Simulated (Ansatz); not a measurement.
# Stack of 1T-SiSSe under Y2COS MXene, shifted by a third of the diagonal in a perpendicular field, part 2 of 3

Wanted: the out-of-plane response of the stack of 1T-SiSSe under Y2COS MXene, shifted by a third of the diagonal. A positive field points along +c.

Ansatz 0.2.0; plane-wave DFT, PBE-D3(BJ), Ansatz PAW (the session's first sound run).

So far. Step 2 (Relaxation): The lattice constant a goes from 3.441 to 3.514 Å.

### Step 3. Atoms held, field 0

A sawtooth potential applies the field, turning back in the middle of the vacuum. With the dipole correction the typed value is the field outside the slab. The induced dipole is small, so the SCF threshold is tight.

The cell differs from the one that the last finished run ended in (c 52.621 → 28.924 Å).

input.yaml

```yaml
crystal:
  lattice:
    - [3.5138420223, 0.0, 0.0]
    - [-1.7569210111, 3.0430764562, 0.0]
    - [0.0, 0.0, 28.9239891321]
  atoms:
    - { symbol: Se, position: [0.6666666667, 0.3333333333, 0.311160399] }
    - { symbol: Si, position: [0.0, 0.0, 0.3604893753] }
    - { symbol: S, position: [0.3333333333, 0.6666666667, 0.4041172721] }
    - { symbol: S, position: [0.6666666667, 0.3333333333, 0.4938645333] }
    - { symbol: "Y", position: [0.0, 0.0, 0.5530218139] }
    - { symbol: C, position: [0.3333333333, 0.6666666667, 0.6004160618] }
    - { symbol: "Y", position: [0.6666666667, 0.3333333333, 0.66308995] }
    - { symbol: O, position: [0.0, 0.0, 0.688839601] }
kpoints:
  mp_grid: { grid: [18, 18, 1] }
  band_path:
    path: [[0, 0, 0], [0.5, 0, 0], [0.33333333, 0.33333333, 0], [0, 0, 0]]
    npoints: 16
hamiltonian:
  xc: pbe
  dispersion: d3bj
scf:
  occupations: { method: fermi_dirac, width: 0.02585 }
  convergence: { dr2_threshold: 1.0e-10 }
efield:
  axis: 3
  dipole_correction: true
  ramp_position: 0.97
  ramp_width: 0.06
  amplitude: 0
output:
  dos: { projected: true, e_range: [-6, 5] }
  bader: true
  write_potential: true
  write_density: true
  volumetric_format: npy
  elf: true
```

The run is started by

```sh
> ansatz run input.yaml --threads 4 --pin off --max-ram 6144MiB --backend cpu --events-out ev --progress --plain --runs-dir out
```

Numbers of over 12 decimals in the logs are rounded to 6 here.

The log of the run:

```text
[...]
Crystal: 8 atoms, lattice volume = 309.281 Å³
Basis set: ecut = 420 eV, 6007 PW (Γ)
Bands: 40, of which v1, the nominal top of the filled ones, is band 32 counted from 1 (31 counted from 0)
Symmetry: 6 space group operations
[...]
k-points: 37 of 324 (time reversal used)
[...]
SCF iter   1: F=—  HF=-16431.556960 eV  |F-HF|=—  |Δ(HF+E_count)|=         —  Δρ=3.71e-3  dr2=4.04e-1  ethr=1.77e-3  p=0.025 e·Å  D=1.44e-2 V/Å  ΔV_dip=-0.42 eV  dr2_dipole=8.36e-3  V_vac-E_F(+/−)=4.86/5.28 eV  ⟨swp⟩=9.7  Hψ=7594  notcnv=0  defer=5
efield: sawtooth ramp at fractional position 0.9700 (set: `efield.ramp_position`, or a place that a band, a saddle search or an elastic batch's reference lends), width 0.0600; the density the first Hamiltonian is built on has a dipole p = 0.025 e·Å; the dipole correction subtracts the counter field D = 1.44e-2 V/Å, which shifts the + side's vacuum level by -0.42 eV against the − side's; the planar-averaged density in the ramp window peaks in size at 8.4e-6 e/Å³
[...]
SCF iter   2: F=—  HF=-16431.557022 eV  |F-HF|=—  |Δ(HF+E_count)|=   6.18e-5  Δρ=3.12e-3  dr2=2.65e-1  ethr=6.31e-4  p=0.049 e·Å  D=2.88e-2 V/Å  ΔV_dip=-0.83 eV  dr2_dipole=1.05e-1  V_vac-E_F(+/−)=5.46/6.29 eV  ⟨swp⟩=3.6  Hψ=2332  notcnv=0  defer=78
[...]
SCF iter  13: F=-16431.520846 eV  HF=-16431.520846 eV  |F-HF|=8.73e-11  |Δ(HF+E_count)|=  6.18e-11  Δρ=7.30e-8  dr2=3.37e-11  ethr=1.00e-12  p=0.006 e·Å  D=3.39e-3 V/Å  ΔV_dip=-0.10 eV  dr2_dipole=3.13e-12  V_vac-E_F(+/−)=5.62/5.72 eV  ⟨swp⟩=12.5  Hψ=4845  notcnv=0
SCF 1 converged in 13 iterations: F = -16431.520846 eV  dr2 = 3.37e-11
[...]
NSCF: frozen V_eff on 49 k-points
efield: sawtooth ramp at fractional position 0.9700 (kept from the solve that this one continues, or follows in the run), width 0.0600; the density the first Hamiltonian is built on has a dipole p = 0.006 e·Å; the dipole correction subtracts the counter field D = 3.39e-3 V/Å, which shifts the + side's vacuum level by -0.10 eV against the − side's; the planar-averaged density in the ramp window peaks in size at 8.0e-6 e/Å³
[...]
SCF converged after 13 iterations
Free energy (F): -16431.520846 eV
[...]
Internal energy: -16431.512767 eV  (E = F + TS)
E sigma→0 (E₀):  -16431.516807 eV
Entropy (-TS):   -0.008079 eV (-1.010 meV/atom)
Fermi energy:    0.830070 eV
Dipole field:    D = 0.003393 V/Å  (p = 0.005800 e·Å, saw-weighted, corrected)
Work function:   Φ+ = 5.6187 eV   Φ− = 5.7168 eV
Levels:          The Fermi level and band energies are counted from a zero that moves with the ramp; work functions are not
[...]
--- Band table (eV; the first three rows and the last of 37) ---
  k-point 0: bands = [... 28 lower, 0.3719, 0.3719, 0.9952, 1.8106, 1.8106, 2.8483, 4.0501, 4.7022, ... 4 higher]
  k-point 1: bands = [... 28 lower, 0.2066, 0.4124, 1.0616, 1.6392, 1.7525, 3.0600, 4.3038, 4.7082, ... 4 higher]
  k-point 2: bands = [... 28 lower, 0.2158, 0.4666, 0.9717, 1.3565, 1.6064, 3.3727, 4.5329, 4.7110, ... 4 higher]
  k-point 36: bands = [... 28 lower, -0.6370, -0.2497, 0.0768, 0.1285, 0.3675, 3.1940, 4.9208, 5.7303, ... 4 higher]
--- Bader charges: 8 sites ---
  site symbol  charge [e]  shift [e]
     0     Se     -0.8016     0.0045
     1     Si      1.8353     0.0141
     2      S     -0.9897     0.0096
     3      S     -0.8549     0.0001
     4      Y      1.7273     0.0001
     5      C     -1.5738     0.0001
     6      Y      1.9997     0.0002
     7      O     -1.3424     0.0002
  estimated error of the sums over rays = 7.4e-4 e
```

The job ended after 43 s (4 threads of Arm Neoverse V1, shared host; peak memory 0.96 GiB).

The column dr2 measures how far the density is from self-consistency, as an energy; F and HF (Harris–Foulkes) agree once it is small.

This step gave:

| Property | Result |
| --- | --- |
| energy at zero smearing | -16431.5168 eV |
| work function, upper face | 5.619 eV |
| work function, lower face | 5.717 eV |
| dipole along the normal | 0.005800 e·Å |
| step between the vacuum levels | -0.09812 eV |

Running mean over a fixed 2.7 Å (it still follows the layers) of the planar mean; the ramp of the sawtooth is left out. Electron's electrostatic potential energy less the Fermi level against z:

| z (Å) | electron's electrostatic potential energy less the Fermi level (eV) |
| --- | --- |
| 4 | 5.72 |
| 5 | 5.71 |
| 6 | 5.67 |
| 7 | 4.77 |
| 8 | 1.55 |
| 9 | -2.83 |
| 10 | -6.23 |
| 11 | -6.46 |
| 12 | -2.16 |
| 13 | -0.0426 |
| 14 | -0.671 |
| 15 | -6.03 |
| 16 | -6.87 |
| 17 | -5.75 |
| 18 | -5.36 |
| 19 | -6.84 |
| 20 | -4.72 |
| 21 | 1.53 |
| 22 | 5.36 |
| 23 | 5.61 |
| 24 | 5.62 |
| 25 | 5.62 |

The density of states has structure finer than the step of the table below, so its rows give means over 0.2 eV, whole bins alone (the curve runs from -6 to 1.99 eV). Peaks (eV: height): -3.16: 13.5, -2.72: 13.2, -2.58: 13.5, -1.92: 15.0, -1.07: 16.6, -0.79: 14.1, -0.62: 19.0.

Table of density of states by energy, zero at the Fermi level; means over each step:

| energy (eV) | density of states (states/eV a cell) |
| --- | --- |
| -5.8 | 0.866 |
| -5.6 | 1.97 |
| -5.4 | 1.83 |
| -5.2 | 2.58 |
| -5.0 | 0.983 |
| -4.8 | 1.07 |
| -4.6 | 1.28 |
| -4.4 | 1.25 |
| -4.2 | 1.46 |
| -4.0 | 1.69 |
| -3.8 | 1.70 |
| -3.6 | 2.50 |
| -3.4 | 4.92 |
| -3.2 | 8.59 |
| -3.0 | 5.13 |
| -2.8 | 7.26 |
| -2.6 | 7.36 |
| -2.4 | 8.37 |
| -2.2 | 5.72 |
| -2.0 | 7.74 |
| -1.8 | 5.51 |
| -1.6 | 2.84 |
| -1.4 | 4.77 |
| -1.2 | 6.54 |
| -1.0 | 9.25 |
| -0.8 | 9.39 |
| -0.6 | 9.47 |
| -0.4 | 6.26 |
| -0.2 | 3.81 |
| 0.0 | 3.44 |
| 0.2 | 4.30 |
| 0.4 | 2.39 |
| 0.6 | 1.15 |
| 0.8 | 0.956 |
| 1.0 | 0.748 |
| 1.2 | 0.630 |
| 1.4 | 0.686 |
| 1.6 | 0.754 |
| 1.8 | 0.844 |

Projected DOS per atom over height of the atomic layer and energy from the Fermi level. Layers: Se Si S S Y C Y O from below.

Values in states/eV, 22 rows by 8 columns, each cell a mean:
```
0.22 0.34 0.22 0.01 0.01 0.00 0.00 0.00
0.17 0.27 0.17 0.01 0.01 0.00 0.00 0.00
0.14 0.23 0.14 0.05 0.01 0.04 0.00 0.00
0.05 0.08 0.06 0.28 0.05 0.39 0.03 0.02
0.06 0.01 0.09 0.82 0.20 1.47 0.16 0.10
0.08 0.02 0.11 0.82 0.26 1.73 0.23 0.20
1.00 0.11 0.64 1.05 0.48 1.64 0.21 0.25
1.96 0.11 1.59 2.01 1.20 1.93 0.28 0.28
1.59 0.12 1.28 1.68 0.84 1.35 0.22 0.24
0.73 0.10 0.54 1.01 0.60 0.95 0.18 0.28
0.83 0.27 0.62 1.93 0.63 0.53 0.20 1.03
0.60 0.22 0.45 0.99 0.34 0.35 0.55 2.88
0.56 0.29 0.57 1.25 0.46 0.32 0.93 3.56
0.55 0.35 0.65 0.77 0.31 0.21 0.72 2.17
0.65 0.54 1.01 0.57 0.27 0.31 0.95 2.26
0.45 0.51 0.76 0.21 0.10 0.07 0.10 0.20
0.41 0.44 0.69 0.08 0.02 0.00 0.00 0.00
0.33 0.33 0.55 0.05 0.01 0.00 0.00 0.00
0.38 0.32 0.48 0.03 0.01 0.00 0.00 0.00
0.52 0.53 0.62 0.03 0.00 0.00 0.00 0.00
0.50 0.52 0.52 0.02 0.00 0.00 0.00 0.00
0.37 0.25 0.39 0.03 0.00 0.00 0.00 0.00
```
Columns: height of the atomic layer (Å) from 9 to 19.9 (not evenly spaced); rows upwards: energy from the Fermi level (eV) from -5.96 to 1.96.

Electronic bands along the path, in eV, zero at the Fermi level:

| point | band 29 | band 30 | band 31 | band 32 | band 33 | band 34 | band 35 | band 36 |
| --- | --- | --- | --- | --- | --- | --- | --- | --- |
| Γ | -0.46 | -0.46 | 0.17 | 0.98 | 0.98 | 2.02 | 3.22 | 3.87 |
| halfway | -0.71 | -0.62 | -0.46 | 0.11 | 0.40 | 1.88 | 3.10 | 4.40 |
| M | -1.06 | -1.01 | -0.77 | -0.36 | 0.31 | 0.74 | 2.50 | 4.26 |
| halfway | -1.24 | -0.97 | -0.86 | -0.63 | -0.13 | 1.85 | 3.33 | 4.82 |
| K | -1.47 | -1.08 | -0.75 | -0.70 | -0.46 | 2.36 | 4.09 | 4.90 |
| halfway | -1.07 | -0.69 | -0.44 | -0.24 | 0.21 | 2.49 | 3.70 | 3.99 |
| Γ | -0.46 | -0.46 | 0.17 | 0.98 | 0.98 | 2.02 | 3.22 | 3.87 |

Electrostatic potential energy in the ca plane at fractional y = 0.333, with atoms of Se and S and Y within 0.2 Å of it. With pseudopotentials it is smooth inside the atoms' cores, unlike the true potential.

Values in eV, 5 rows by 16 columns, each cell a mean:
```
  7   7   7   7   6  -8 -12   1   3   5   0 -17  -1   1   3 -10
  7   7   7   7   5 -11 -11   0   5   6 -10 -28  -6   3   3 -20
  7   7   7   7   6  -8 -13   1   3   5  -1 -18  -1   1   3 -11
  7   7   7   6   6   4   1  -3  -1   3   6   4  -3  -5   2   2
  7   7   7   6   6   4   1  -3  -1   3   6   4  -3  -5   2   2
```
Columns run along c (16.0 Å, from fractional 0.11 to 0.66 of the cell; values clipped at the 3rd and 97th percentile), rows up along a (3.5 Å). Atoms in or near the plane, at fractional coordinates: Se at (0.31, 0.67), S at (0.49, 0.67).

Valence density in the ca plane at fractional y = 0.333, with atoms of Se and S and Y within 0.2 Å of it. It is the smooth field of the valence electrons, not physical close to the nuclei.

Ten steps, logarithmic in the rise over the least value, from '0' (0 e/Å³) to '9' (31 e/Å³), each cell a mean:
```
00000000000000122221100000000122211000000012
00000000000001246632100000001233321000000024
00000000000001369952100000001321221000000135
00000000000001258842100000001232321000000124
00000000000000134321100000001223221000000013
00000000000000011111111110000111111111010001
00000000000000000111111211000000001111111100
00000000000000000011112221000000001111111100
00000000000000001111111111000001111111111000
```
Columns run along c (16.0 Å, from fractional 0.11 to 0.66 of the cell), rows up along a (3.5 Å). Atoms in or near the plane, at fractional coordinates: Se at (0.31, 0.67), S at (0.49, 0.67).

ELF in the ca plane at fractional y = 0.333, with atoms of Se and S and Y within 0.2 Å of it. It is the smooth field of the valence electrons, not physical close to the nuclei.

Ten even steps from '0' (0.00) to '9' (0.87), each cell a mean:
```
44211599996210134312675211000000000000000000
00003898789621122117999720000000000000000000
00015992058741121029858950000000000000000000
00005995379731122128979940000000000000000000
22102799998410123215998510000000000000000000
66520378974111135521232122100000000000000000
98851013321132246751013565310000000000000000
99861001110143247762125775310000000000000000
87631146652121136641011344210000000000000000
```
Columns run along c (16.0 Å, from fractional 0.40 to 0.95 of the cell), rows up along a (3.5 Å). Atoms in or near the plane, at fractional coordinates: S at (0.49, 0.67), Y at (0.66, 0.67).

The work function of the upper face is 5.62 eV.

### Step 4. Single point, field 0.1 V/Å

Edit input.yaml of step 3 so:

```diff
@@ -30,6 +30,4 @@
   ramp_width: 0.06
-  amplitude: 0
+  amplitude: 0.1
 output:
-  dos: { projected: true, e_range: [-6, 5] }
-  bader: true
   write_potential: true
@@ -37,2 +35 @@
   volumetric_format: npy
-  elf: true
```

The log of the run:

```text
[...]
Crystal: 8 atoms, lattice volume = 309.281 Å³
Basis set: ecut = 420 eV, 6007 PW (Γ)
Bands: 40, of which v1, the nominal top of the filled ones, is band 32 counted from 1 (31 counted from 0)
Symmetry: 6 space group operations
[...]
k-points: 37 of 324 (time reversal used)
[...]
k-point 0: bands = [... 28 lower, 0.3340, 0.3340, 0.9766, 1.7981, 1.7981, 2.8139, 4.0115, 4.7092, ... 4 higher]
  k-point 1: bands = [... 28 lower, 0.1933, 0.3750, 1.0453, 1.6265, 1.7400, 3.0256, 4.2647, 4.7091, ... 4 higher]
  k-point 2: bands = [... 28 lower, 0.2021, 0.4306, 0.9593, 1.3427, 1.5940, 3.3385, 4.5065, 4.6943, ... 4 higher]
  k-point 36: bands = [... 28 lower, -0.6447, -0.2790, 0.0445, 0.1197, 0.3630, 3.1566, 4.9284, 5.7169, ... 4 higher]
[key lines of the parts left out:]
SCF converged after 18 iterations
Free energy (F): -16431.525052 eV
Fermi energy:    0.819245 eV
Dipole field:    D = 0.045819 V/Å  (p = 0.078314 e·Å, saw-weighted, corrected)
```

Elapsed: 43 s, on 4 threads; peak memory 0.94 GiB; 2.8 min of CPU time.

The dipole is 0.0783 e·Å, 0.0725 e·Å from its value without field.

### Step 5. Single point, field -0.1 V/Å

Edit input.yaml of step 4 so:

```diff
@@ -30,3 +30,3 @@
   ramp_width: 0.06
-  amplitude: 0.1
+  amplitude: -0.1
 output:
```

The log of the run:

```text
[...]
Crystal: 8 atoms, lattice volume = 309.281 Å³
Basis set: ecut = 420 eV, 6007 PW (Γ)
Bands: 40, of which v1, the nominal top of the filled ones, is band 32 counted from 1 (31 counted from 0)
Symmetry: 6 space group operations
[...]
k-points: 37 of 324 (time reversal used)
[...]
k-point 0: bands = [... 28 lower, 0.4088, 0.4088, 1.0134, 1.8229, 1.8229, 2.8814, 4.0874, 4.6896, ... 4 higher]
  k-point 1: bands = [... 28 lower, 0.2196, 0.4486, 1.0776, 1.6518, 1.7647, 3.0931, 4.3413, 4.7020, ... 4 higher]
  k-point 2: bands = [... 28 lower, 0.2291, 0.5016, 0.9840, 1.3701, 1.6186, 3.4056, 4.5543, 4.7293, ... 4 higher]
  k-point 36: bands = [... 28 lower, -0.6292, -0.2213, 0.1087, 0.1371, 0.3720, 3.2304, 4.9127, 5.7429, ... 4 higher]
[key lines of the parts left out:]
SCF converged after 19 iterations
Free energy (F): -16431.523894 eV
Fermi energy:    0.840806 eV
Dipole field:    D = -0.039060 V/Å  (p = -0.066761 e·Å, saw-weighted, corrected)
```

It took 43 s on 4 threads; peak memory 0.94 GiB; 2.8 min of CPU time.

The dipole is -0.0668 e·Å, -0.0726 e·Å from its value without field.

### Step 6. Atoms held, field 0.2 V/Å

Edit input.yaml of step 5 so:

```diff
@@ -30,3 +30,3 @@
   ramp_width: 0.06
-  amplitude: -0.1
+  amplitude: 0.2
 output:
```

The log of the run:

```text
[...]
Crystal: 8 atoms, lattice volume = 309.281 Å³
Basis set: ecut = 420 eV, 6007 PW (Γ)
Bands: 40, of which v1, the nominal top of the filled ones, is band 32 counted from 1 (31 counted from 0)
Symmetry: 6 space group operations
[...]
k-points: 37 of 324 (time reversal used)
[...]
k-point 0: bands = [... 28 lower, 0.2950, 0.2950, 0.9578, 1.7854, 1.7854, 2.7782, 3.9714, 4.7127, ... 4 higher]
  k-point 1: bands = [... 28 lower, 0.1797, 0.3367, 1.0288, 1.6136, 1.7274, 2.9898, 4.2239, 4.7058, ... 4 higher]
  k-point 2: bands = [... 28 lower, 0.1879, 0.3936, 0.9467, 1.3288, 1.5815, 3.3030, 4.4752, 4.6793, ... 4 higher]
  k-point 36: bands = [... 28 lower, -0.6522, -0.3091, 0.0116, 0.1109, 0.3585, 3.1180, 4.9355, 5.7029, ... 4 higher]
[key lines of the parts left out:]
SCF converged after 19 iterations
Free energy (F): -16431.536509 eV
Fermi energy:    0.808335 eV
Dipole field:    D = 0.088237 V/Å  (p = 0.150814 e·Å, saw-weighted, corrected)
```

Wall time 42 s (4 threads); peak memory 0.94 GiB; 2.8 min of CPU time.

The dipole is 0.151 e·Å, 0.145 e·Å from its value without field.

### Step 7. Single point, field -0.2 V/Å

Edit input.yaml of step 6 so:

```diff
@@ -30,3 +30,3 @@
   ramp_width: 0.06
-  amplitude: 0.2
+  amplitude: -0.2
 output:
```

The log of the run:

```text
[...]
Crystal: 8 atoms, lattice volume = 309.281 Å³
Basis set: ecut = 420 eV, 6007 PW (Γ)
Bands: 40, of which v1, the nominal top of the filled ones, is band 32 counted from 1 (31 counted from 0)
Symmetry: 6 space group operations
[...]
k-points: 37 of 324 (time reversal used)
[...]
k-point 0: bands = [... 28 lower, 0.4446, 0.4446, 1.0314, 1.8351, 1.8351, 2.9133, 4.1233, 4.6656, ... 4 higher]
  k-point 1: bands = [... 28 lower, 0.2370, 0.4837, 1.0934, 1.6642, 1.7769, 3.1250, 4.3773, 4.6862, ... 4 higher]
  k-point 2: bands = [... 28 lower, 0.2422, 0.5357, 0.9960, 1.3835, 1.6306, 3.4373, 4.5705, 4.7490, ... 4 higher]
  k-point 36: bands = [... 28 lower, -0.6213, -0.1938, 0.1400, 0.1456, 0.3765, 3.2656, 4.9042, 5.7548, ... 4 higher]
[key lines of the parts left out:]
SCF converged after 19 iterations
Free energy (F): -16431.534200 eV
Fermi energy:    0.851453 eV
Dipole field:    D = -0.081536 V/Å  (p = -0.139361 e·Å, saw-weighted, corrected)
```

Run time: 42 s. Hardware: 4 threads; peak memory 0.94 GiB; 2.8 min of CPU time.

The dipole is -0.139 e·Å, -0.145 e·Å from its value without field.

### Step 8. Atoms held, field 0.35 V/Å

Edit input.yaml of step 7 so:

```diff
@@ -30,4 +30,6 @@
   ramp_width: 0.06
-  amplitude: -0.2
+  amplitude: 0.35
 output:
+  dos: { projected: true, e_range: [-6, 5] }
+  bader: true
   write_potential: true
@@ -35 +37,2 @@
   volumetric_format: npy
+  elf: true
```

The log of the run:

```text
[...]
Crystal: 8 atoms, lattice volume = 309.281 Å³
Basis set: ecut = 420 eV, 6007 PW (Γ)
Bands: 40, of which v1, the nominal top of the filled ones, is band 32 counted from 1 (31 counted from 0)
Symmetry: 6 space group operations
[...]
k-points: 37 of 324 (time reversal used)
[...]
--- Bader charges: 8 sites ---
  site symbol  charge [e]  shift [e]
     0     Se     -0.8218     0.0046
     1     Si      1.8370     0.0142
     2      S     -0.9890     0.0096
     3      S     -0.8579     0.0001
     4      Y      1.7269     0.0001
     5      C     -1.5662     0.0001
     6      Y      2.0018     0.0002
     7      O     -1.3307     0.0002
  estimated error of the sums over rays = 7.3e-4 e
[key lines of the parts left out:]
SCF converged after 18 iterations
Free energy (F): -16431.567285 eV
Fermi energy:    0.791763 eV
Dipole field:    D = 0.151850 V/Å  (p = 0.259541 e·Å, saw-weighted, corrected)
```

It took 57 s on 4 threads; peak memory 0.95 GiB.

The dipole is 0.260 e·Å, 0.254 e·Å from its value without field.

### Step 9. Response, atoms held

This step: plane-wave DFT, PBE-D3(BJ), Ansatz PAW; response to a field along the normal, atoms held (Ansatz 0.2.0).

The dipoles give the slope, and the difference of two potentials shows where the field is screened.

This step gave:

```yaml
equivalent_conductor_thickness_p_eps_0ae: 12.28 Å
distance_between_the_outer_atoms: 10.92 Å
```

Table of dipole of the cell by applied field:

| applied field (V/Å) | dipole of the cell (e·Å) |
| --- | --- |
| -0.200 | -0.139 |
| -0.100 | -0.0668 |
| 0.000 | 0.00580 |
| 0.100 | 0.0783 |
| 0.200 | 0.151 |
| 0.350 | 0.260 |

Local field over the applied field, running mean. From the potentials at -0.1 and 0.1 V/Å; running mean over 2.5 Å. Table of local field over applied field by z:

| z (Å) | local field over applied field |
| --- | --- |
| 5 | 0.995 |
| 6 | 0.962 |
| 7 | 0.788 |
| 8 | 0.450 |
| 9 | 0.138 |
| 10 | 0.0406 |
| 11 | 0.0441 |
| 12 | 0.0509 |
| 13 | 0.0627 |
| 14 | 0.0388 |
| 15 | 0.00319 |
| 16 | -0.00548 |
| 17 | 0.0309 |
| 18 | 0.106 |
| 19 | 0.162 |
| 20 | 0.326 |
| 21 | 0.643 |
| 22 | 0.905 |
| 23 | 0.988 |
| 24 | 0.999 |

Electrons, planar mean, per unit field. The induced electron density by z:

| z (Å) | induced electron density (e/Å³ per V/Å) |
| --- | --- |
| 4.5 | 5.9e-6 |
| 5.0 | 1.9e-5 |
| 5.5 | 6.0e-5 |
| 6.0 | 1.8e-4 |
| 6.5 | 4.9e-4 |
| 7.0 | 0.00125 |
| 7.5 | 0.00263 |
| 8.0 | 0.00349 |
| 8.5 | 0.00170 |
| 9.0 | 0.00101 |
| 9.5 | 5.0e-4 |
| 10.0 | -0.00125 |
| 10.5 | 1.0e-4 |
| 11.0 | 0.00102 |
| 11.5 | -6.5e-4 |
| 12.0 | -2.1e-4 |
| 12.5 | -9.5e-5 |
| 13.0 | -1.2e-4 |
| 13.5 | 3.9e-4 |
| 14.0 | 4.8e-4 |
| 14.5 | 2.2e-5 |
| 15.0 | 4.4e-5 |
| 15.5 | 1.8e-4 |
| 16.0 | 1.2e-4 |
| 16.5 | -1.7e-4 |
| 17.0 | -4.4e-4 |
| 17.5 | -4.8e-4 |
| 18.0 | -0.00119 |
| 18.5 | -8.4e-5 |
| 19.0 | 0.00104 |
| 19.5 | -5.3e-4 |
| 20.0 | -0.00166 |
| 20.5 | -0.00314 |
| 21.0 | -0.00265 |
| 21.5 | -0.00125 |
| 22.0 | -4.8e-4 |
| 22.5 | -1.7e-4 |
| 23.0 | -5.3e-5 |
| 23.5 | -1.6e-5 |
| 24.0 | -4.6e-6 |
| 24.5 | -1.3e-6 |

By hand: between -0.1 and 0.1 V/Å the dipole changes by 0.1451 e·Å, a slope of 0.7254 e·Å²/V. A perfect conductor of thickness t has p = ε₀AEt, so t = 180.95 × 0.7254 / 10.693 = 12.28 Å (e/ε₀ = 180.95 V·Å, A in Å²).

The induced dipole is that of a conductor 12.28 Å thick.

[end of part 2 of 3]

[Logs are printed without paths, hosts, clocks, repeated set-up lines and the standing remarks that a program may print on its own settings, such as how far it seeks lower states.]

[Hosts, paths, dates, database ids (printed as entryN), source tags and the programs' standing remarks are cut or masked in the printed files.]

[Maps of the electrostatic potential energy from Ansatz leave out the sawtooth potential of an applied field or a dipole correction, so their vacuum need not be flat; planar profiles and work functions include it.]

[The density of states shown here was stored with 400 of the rows of the run's finer table, so its peaks can read low, often by over a quarter, or be missed, and its means over a window can be off by a tenth or more.]
